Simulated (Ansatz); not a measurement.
Pb:

```
CELL_PARAMETERS angstrom
3.48000 0.00000 0.00000
-1.74000 3.01377 0.00000
0.00000 0.00000 5.59000
ATOMIC_POSITIONS crystal
Pb 0.66667 0.33333 0.75000
Pb 0.33333 0.66667 0.25000
```

This isn't the form of Pb at room conditions, which is fcc.

Base run:

* Program: Ansatz 0.2.0
* Functional: RPBE
* Potentials or basis: all-electron LAPW, scalar-relativistic
* Cutoff: 161 eV (chosen from the basis error)
* Basis error allowed: 0.001 eV/atom
* k mesh: 9 × 9 × 5
* Occupations: gaussian, width 0.1 eV
* Spin: no spin polarisation

Its results: band gap on the k mesh none (metal or under the smearing width); pressure 5.8 GPa.

Task: The run is repeated on the same cell with these changes: functional from RPBE to PBE; occupations from gaussian, width 0.1 eV to gaussian, width 0.05 eV. What comes out?

Result: Band gap on the k mesh none (metal or under the smearing width); pressure 4.0 GPa.
